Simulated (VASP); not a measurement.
# Si4W (P6/mmm) in VASP: a series of runs

The runs below take Si4W through single point, electron localisation function, with PBE+TS, RPBE, RPBE+D4+U.

All numbers are computed with VASP 6.6.1; they aren't measurements. Logs are shortened: lines on timing, memory, paths and dates and some standing lists are left out, and cuts for length are marked.

## Step 1: Starting point

It takes space group P6/mmm (No. 191, hexagonal). Conventional cell: a = 4.454 Å, b = 4.454 Å, c = 4.531 Å, α = 90.00°, β = 90.00°, γ = 120.00°. Si (site symmetry 3m) has 1 Si at 1.65 Å as nearest neighbours. W (site symmetry 6/mmm) is surrounded by 12 Si at 2.70 Å.

The cell was built by a generator and needn't be a form met in nature.

## Step 2: Single point, PBE+TS, spin-orbit coupling, no magnetisation

INCAR

```
PREC     = Accurate       # precision mode
ENCUT    = 520            # plane-wave cutoff, eV
EDIFF    = 1E-6           # SCF threshold, eV
ISMEAR   = 0              # smearing method
SIGMA    = 0.05           # smearing width, eV
LREAL    = F              # projectors in reciprocal space
LASPH    = T              # aspherical terms in the spheres
NELM     = 80             # most SCF steps
ALGO     = Normal         # electronic algorithm
ISIF     = 2              # what is computed and relaxed
LWAVE    = F              # write WAVECAR
LCHARG   = F              # write CHGCAR
MAGMOM   = 0 0 0 0 0 0 0 0 0 0 0 0 0 0 0 # initial moments
LORBIT   = 11             # projections on sites
LSORBIT  = T              # spin-orbit coupling
GGA_COMPAT= F            
LMAXMIX  = 4              # l up to which the mixer works
GGA      = PE             # functional
IVDW     = 2              # dispersion correction
```

KPOINTS

```
Automatic mesh
0
Gamma
  5 5 5
```

POSCAR

```
Si4W
4.454
    0.999994449933      0.000000000000      0.000000000000
   -0.499997224966      0.866020597216      0.000000000000
    0.000000000000      0.000000000000      1.017377123934
Si W
4 1
Direct
    0.3333333300      0.6666666700      0.8179659200
    0.3333333300      0.6666666700      0.1820340800
    0.6666666700      0.3333333300      0.1820340800
    0.6666666700      0.3333333300      0.8179659200
    0.0000000000      0.0000000000      0.0000000000
```

Potentials or basis: VASP PAW PBE potentials, release 64 (Si, W_sv).

The run is started by

```
cat potpaw_PBE.64/Si/POTCAR potpaw_PBE.64/W_sv/POTCAR > POTCAR
mpirun -np 1 vasp_ncl > vasp.out
```

OUTCAR:

```text
PREC = Accurate
   ENCUT = 520
   EDIFF = 1E-6
   ISMEAR = 0
   LREAL = F
   LASPH = T
   NELM = 80
   ISIF = 2
   LORBIT = 11
   LSORBIT = T
   GGA = PE
   IVDW = 2
  IVDW =   2

 ion  position               nearest neighbor table
   1  0.333  0.667  0.818-   2 1.65   4 2.57   4 2.57   4 2.57   5 2.70   5 2.70   5 2.70   2 2.88
                             3 3.06   3 3.06   3 3.06
   2  0.333  0.667  0.182-   1 1.65   3 2.57   3 2.57   3 2.57   5 2.70   5 2.70   5 2.70   1 2.88
                             4 3.06   4 3.06   4 3.06
   3  0.667  0.333  0.182-   4 1.65   2 2.57   2 2.57   2 2.57   5 2.70   5 2.70   5 2.70   4 2.88
                             1 3.06   1 3.06   1 3.06
   4  0.667  0.333  0.818-   3 1.65   1 2.57   1 2.57   1 2.57   5 2.70   5 2.70   5 2.70   3 2.88
                             2 3.06   2 3.06   2 3.06
   5  0.000  0.000  0.000-   1 2.70   2 2.70   3 2.70   4 2.70   1 2.70   2 2.70   3 2.70   4 2.70
                             3 2.70   4 2.70   1 2.70   2 2.70

  LATTYP: Found a hexagonal cell.
 ALAT       =     4.4539752800
 C/A-ratio  =     1.0173827705

  Lattice vectors:

 A1 = (   4.4539752800,   0.0000000000,   0.0000000000)
 A2 = (  -2.2269876400,   3.8572557400,   0.0000000000)
 A3 = (   0.0000000000,   0.0000000000,   4.5313977100)

Analysis of symmetry for initial positions (statically):
=====================================================================
 Subroutine PRICEL returns:
 Original cell was already a primitive cell.

 Routine SETGRP: Setting up the symmetry group for a
 hexagonal supercell.

 Subroutine GETGRP returns: Found 24 space group operations
 (whereof 24 operations were pure point group operations)
 out of a pool of 24 trial point group operations.

The static configuration has the point symmetry D_6h.

Analysis of symmetry for dynamics (positions and initial velocities):
=====================================================================
 Subroutine PRICEL returns:
 Original cell was already a primitive cell.

 Routine SETGRP: Setting up the symmetry group for a
 hexagonal supercell.

 Subroutine GETGRP returns: Found 24 space group operations
 (whereof 24 operations were pure point group operations)
 out of a pool of 24 trial point group operations.

The dynamic configuration has the point symmetry D_6h.

Analysis of structural, dynamic, and magnetic symmetry:
=====================================================================
 Subroutine PRICEL returns:
 Original cell was already a primitive cell.

 Routine SETGRP: Setting up the symmetry group for a
 hexagonal supercell.

 Subroutine GETGRP returns: Found 24 space group operations
 (whereof 24 operations were pure point group operations)
 out of a pool of 24 trial point group operations.

The overall configuration has the point symmetry D_6h.

 Subroutine INISYM returns: Found 24 space group operations
 (whereof 24 operations are pure point group operations),
 and found     1 'primitive' translations

----------------------------------------------------------------------------------------

                                     Primitive cell

  volume of cell :      77.8500

  direct lattice vectors                    reciprocal lattice vectors
     4.453975280  0.000000000  0.000000000     0.224518534  0.129625836  0.000000000
    -2.226987640  3.857255740  0.000000000     0.000000000  0.259251672  0.000000000
     0.000000000  0.000000000  4.531397710     0.000000000  0.000000000  0.220682461

  length of vectors
     4.453975280  4.453975280  4.531397710     0.259251672  0.259251672  0.220682461

  position of ions in fractional coordinates (direct lattice)
     0.333333330  0.666666670  0.817965920
     0.333333330  0.666666670  0.182034080
     0.666666670  0.333333330  0.182034080
     0.666666670  0.333333330  0.817965920
     0.000000000  0.000000000  0.000000000

  ion indices of the primitive-cell ions
   primitive index   ion index
                 1           1
                 2           2
                 3           3
                 4           4
                 5           5

----------------------------------------------------------------------------------------

 KPOINTS: Automatic mesh

Automatic generation of k-mesh.
 Grid dimensions read from file:
 generate k-points for:    5    5    5

 Generating k-lattice:
[... 62 lines left out ...]
   PSTRESS=    0.0 pullay stress
   NELECT =      30.0000    total number of electrons
   NUPDOWN=      -1.0000    fix difference up-down
   EMIN   =  10.00;   EMAX   =-10.00  energy-range for DOS
   EFERMI =   0.00;   METHOD = LEGACY
   ISMEAR =     0;   SIGMA  =   0.05  broadening in eV -4-tet -1-fermi 0-gaus
   EFERMI_NEDOS =   21; number of points for ismear=-14 and -15
   IALGO  =     38    algorithm
   IMIX   =      4    mixing-type and parameters
     AMIX     =   0.40;   BMIX     =  1.00
     AMIX_MAG =   1.60;   BMIX_MAG =  1.00
  volume/ion in A,a.u.               =      15.57       105.07
  Fermi-wavevector in a.u.,A,eV,Ry     =   1.191322  2.251272 19.310038  1.419248
  Thomas-Fermi vector in A             =   2.327386
   LORBIT       =     11    0 simple, 1 ext, 2 COOP (PROOUT), +10 PAW based schemes
   GGA     = PE    functional components
   LHFCALC =     F    Hartree Fock is set to
   AEXX    =    0.0000 exact exchange contribution
   IVDW    =     2    specifies the selected vdW correction
   LEPSILON=     F    determine dielectric tensor
   LRPA    =     F    only Hartree local field effects (RPA)
 Gauss-broadening in eV      SIGMA  =   0.05
  energy-cutoff  :      520.00
  volume of cell :       77.85
 maximum number of plane-waves:      4212
 NGX is ok and might be reduce to    36
   NGX = 17   NGY = 17   NGZ = 17

 number of electron      30.0000000 magnetization       0.0000000     -0.0000000      0.0000000

 number of electron      30.0000000 magnetization      -0.0000000     -0.0000000      0.0000000

 number of electron      30.0000000 magnetization       0.0000000      0.0000000      0.0000000

 Free energy of the ion-electron system (eV)
  ---------------------------------------------------
  ext. energy  EPLUGINS =         0.00000000
  ---------------------------------------------------
  free energy    TOTEN  =       -21.56057508 eV

  energy without entropy =      -21.55351449  energy(sigma->0) =      -21.55704478

 E-fermi :   8.8594     XC(G=0): -11.0997

 val. band max:        8.8067662981   @ k =   0.4000   0.2000   0.4000
 cond. band min:       8.8638201193   @ k =   0.2000   0.2000   0.2000
 fundamental gap:      0.0570538212
 Fermi energy:         8.8594056845

 k-point     1 :       0.0000    0.0000    0.0000
  band No.  band energies     occupation
      1     -65.0936      1.00000
      2     -65.0936      1.00000
      3     -35.2286      1.00000
      4     -35.2286      1.00000
      5     -26.6076      1.00000
      6     -26.6076      1.00000
[... 604 lines left out ...]
     37      12.0191      0.00000
     38      12.0191      0.00000

------------------------ aborting loop because EDIFF is reached ----------------------------------------

  Hirshfeld charges:
            ion         q(e)
   ------------------------------
      1     Si      -0.07540392
      2     Si      -0.07540392
      3     Si      -0.07540392
      4     Si      -0.07540392
      5     W        0.30161566

  Tkatchenko/Scheffler method for vdW energy calculation

  Number of pair interactions contributing to vdW energy:  100720

  Edisp (eV):   -2.50688

  FORCE on cell =-STRESS in cart. coord.  units (eV):
  Direction    XX          YY          ZZ          XY          YZ          ZX
  --------------------------------------------------------------------------------------
  -------------------------------------------------------------------------------------
  Total      -3.96437    -3.96437    77.51505    -0.00000     0.00000     0.00000
  in kB     -81.58805   -81.58805  1595.28465    -0.00000     0.00000     0.00000
  external pressure =      477.37 kB  Pullay stress =        0.00 kB

 VOLUME and BASIS-vectors are now :
 -----------------------------------------------------------------------------
  energy-cutoff  :      520.00
  volume of cell :       77.85
      direct lattice vectors                 reciprocal lattice vectors
     4.453975280  0.000000000  0.000000000     0.224518534  0.129625836  0.000000000
    -2.226987640  3.857255740  0.000000000     0.000000000  0.259251672  0.000000000
     0.000000000  0.000000000  4.531397710     0.000000000  0.000000000  0.220682461

 POSITION                                       TOTAL-FORCE (eV/Angst)
 -----------------------------------------------------------------------------------
     -0.00000      2.57150      3.70653        -0.000000      0.000000    -26.456715
     -0.00000      2.57150      0.82487        -0.000000      0.000000     26.456715
      2.22699      1.28575      0.82487         0.000000     -0.000000     26.456715
      2.22699      1.28575      3.70653         0.000000     -0.000000    -26.456715
      0.00000      0.00000      0.00000        -0.000000      0.000000      0.000000
 -----------------------------------------------------------------------------------
    total drift:                               -0.000000      0.000000      0.000000

  FREE ENERGIE OF THE ION-ELECTRON SYSTEM (eV)
  ---------------------------------------------------
  free  energy   TOTEN  =       -24.0674527902 eV

  energy  without entropy=      -24.0603922004  energy(sigma->0) =      -24.06392250

 Spin-Orbit-Coupling matrix elements

 Ion:    1  E_soc:     -0.0007066
 l=   1
     0.0000000    -0.0001485    -0.0000562
    -0.0001485     0.0000000    -0.0001485
    -0.0000562    -0.0001485     0.0000000
 l=   2
     0.0000000     0.0000000     0.0000000     0.0000000     0.0000000
     0.0000000     0.0000000     0.0000000     0.0000000     0.0000000
     0.0000000     0.0000000     0.0000000     0.0000000     0.0000000
     0.0000000     0.0000000     0.0000000     0.0000000     0.0000000
     0.0000000     0.0000000     0.0000000     0.0000000     0.0000000
 l=   3
     0.0000000     0.0000000     0.0000000     0.0000000     0.0000000     0.0000000     0.0000000
     0.0000000     0.0000000     0.0000000     0.0000000     0.0000000     0.0000000     0.0000000
     0.0000000     0.0000000     0.0000000     0.0000000     0.0000000     0.0000000     0.0000000
     0.0000000     0.0000000     0.0000000     0.0000000     0.0000000     0.0000000     0.0000000
[... 69 lines left out ...]
 l=   2
     0.0000000    -0.0070392     0.0000000    -0.0070392    -0.0223602
    -0.0070392     0.0000000    -0.0351818    -0.0069527    -0.0070392
     0.0000000    -0.0351818     0.0000000    -0.0351818     0.0000000
    -0.0070392    -0.0069527    -0.0351818     0.0000000    -0.0070392
    -0.0223602    -0.0070392     0.0000000    -0.0070392     0.0000000
 l=   3
     0.0000000     0.0000000     0.0000000     0.0000000     0.0000000     0.0000000     0.0000000
     0.0000000     0.0000000     0.0000000     0.0000000     0.0000000     0.0000000     0.0000000
     0.0000000     0.0000000     0.0000000     0.0000000     0.0000000     0.0000000     0.0000000
     0.0000000     0.0000000     0.0000000     0.0000000     0.0000000     0.0000000     0.0000000
     0.0000000     0.0000000     0.0000000     0.0000000     0.0000000     0.0000000     0.0000000
     0.0000000     0.0000000     0.0000000     0.0000000     0.0000000     0.0000000     0.0000000
     0.0000000     0.0000000     0.0000000     0.0000000     0.0000000     0.0000000     0.0000000

 total charge

# of ion       s       p       d       tot
------------------------------------------
    1        0.860   1.099   0.000   1.959
    2        0.860   1.099   0.000   1.959
    3        0.860   1.099   0.000   1.959
    4        0.860   1.099   0.000   1.959
    5        2.307   6.246   3.439  11.991
--------------------------------------------------
tot          5.747  10.642   3.439  19.828

 magnetization (x)

# of ion       s       p       d       tot
------------------------------------------
    1       -0.000   0.000   0.000  -0.000
    2        0.000  -0.000   0.000   0.000
    3       -0.000   0.000   0.000  -0.000
    4        0.000   0.000   0.000   0.000
    5       -0.000   0.000   0.000   0.000
--------------------------------------------------
tot         -0.000   0.000   0.000  -0.000

 magnetization (y)

# of ion       s       p       d       tot
------------------------------------------
    1        0.000  -0.000   0.000  -0.000
    2        0.000   0.000   0.000   0.000
    3        0.000  -0.000   0.000  -0.000
    4        0.000   0.000   0.000   0.000
    5       -0.000   0.000  -0.000  -0.000
--------------------------------------------------
tot         -0.000   0.000  -0.000  -0.000

 magnetization (z)

# of ion       s       p       d       tot
------------------------------------------
    1        0.000   0.000   0.000   0.000
    2        0.000   0.000   0.000   0.000
    3        0.000   0.000   0.000   0.000
    4        0.000   0.000   0.000   0.000
    5        0.000   0.000  -0.000   0.000
--------------------------------------------------
tot          0.000   0.000  -0.000   0.000
```

Run time: 2.5 min. Hardware: 1 thread of Intel Xeon Platinum 8375C at 2.90GHz (Ice Lake), shared host; peak memory 0.41 GiB.

Results:

```yaml
Free_energy: -24.0675 eV
Pressure: 47.7 GPa
Largest_force: 26.457 eV/Å
Valence_electrons_inside_the_program's_atomic_spheres: Si 1.96; W 11.99
Hirshfeld_charges: Si -0.08; W +0.30 e
Dispersion_energy_per_atom: -0.501 eV
```

Forces in eV/Å, atoms in the order of the input:
```
Si    0.000   0.000 -26.457
Si    0.000   0.000  26.457
Si    0.000   0.000  26.457
Si    0.000   0.000 -26.457
W     0.000   0.000   0.000
```

Caveat: a pressure of tens of GPa on the cell as given is suspect, and the run, the potentials or the cell itself is likely at fault; forces of over 1 eV/Å show positions far from the minimum, so gaps and moduli don't describe the material at rest.

## Step 3: Single point, RPBE, collinear spin, random start (atoms moved at random, drawn with an rms of 0.15 Å)

INCAR

```
  PREC = Accurate
  ENCUT = 520
  EDIFF = 1E-6
  ISMEAR = -1
  SIGMA = 0.1
  LREAL = False
  LASPH = True
  NELM = 100
  ALGO = Normal
  ISIF = 2
  LWAVE = False
  LCHARG = False
  ISPIN = 2
  MAGMOM = -0.57 -0.47 0.23 -0.09 0
  LORBIT = 11
  LMAXMIX = 4
  GGA = RP
```

KPOINTS

```
regular mesh
0
Gamma
  7 7 6
```

POSCAR

```
Si4W
1.0
    4.4539752800      0.0000000000      0.0000000000
   -2.2269876400      3.8572557400      0.0000000000
    0.0000000000      0.0000000000      4.5313977100
Si W
4 1
Direct
    0.3245070000      0.6725380000      0.7901790000
    0.3771790000      0.7101880000      0.1641860000
    0.6642090000      0.3359080000      0.1861130000
    0.6337250000      0.3304410000      0.8188370000
   -0.0030290000     -0.0068090000      0.0204840000
```

Potentials or basis: VASP PAW PBE potentials, release 64 (Si, W_sv).

The run is started by

```
cat potpaw_PBE.64/Si/POTCAR potpaw_PBE.64/W_sv/POTCAR > POTCAR
mpirun -np 1 vasp_std > vasp.out
```

Run time: 7 min. Hardware: 1 thread of Intel Xeon Platinum 8375C at 2.90GHz (Ice Lake), shared host; peak memory 0.48 GiB.

Results (log left out):

```
Free energy                                           : -20.4131 eV
Pressure                                              : 51.6 GPa
Largest force                                         : 25.381 eV/Å
Band gap on the k mesh                                : none (metal or under the smearing width)
Net moment                                            : 0.00 μB per cell
Valence electrons inside the program's atomic spheres : Si 1.90, 1.93, 1.96, 1.94; W 11.99
```

Forces on the atoms (eV/Å):
```
Si   -1.990  -2.062 -21.424
Si    0.602   0.276  22.253
Si    2.121   0.880  25.277
Si   -0.950   0.089 -24.970
W     0.217   0.816  -1.136
```

Stress tensor (GPa, compression positive):
```
  1.84   0.55  10.81
  0.55   2.65   6.28
 10.81   6.28 150.42
```

Levels at points of the mesh, in eV from the Fermi level:
Spin up:
| k point | band 13 | band 14 | band 15 | band 16 | band 17 | band 18 |
| --- | --- | --- | --- | --- | --- | --- |
| (0.00, 0.00, 0.00) | -1.35 | -0.88 | 0.28 | 0.67 | 0.86 | 1.51 |
| (0.00, 0.00, 0.50) | -1.53 | -1.33 | -1.01 | -0.38 | -0.35 | 2.29 |
Spin down:
```tsv
k point	band 11	band 12	band 13	band 14	band 15	band 16	band 17	band 18	band 19
(0.00, 0.00, 0.00)	-2.05	-1.59	-1.35	-0.88	0.28	0.66	0.86	1.51	2.62
(0.00, 0.00, 0.50)	-1.74	-1.68	-1.54	-1.33	-1.01	-0.38	-0.35	2.29	3.51
```

Caveat: the PAW data sets were made with another functional, which shifts forces and pressure a little. The run has no spin-orbit coupling, so splittings on W are missing.

[end of part 1 of 2]
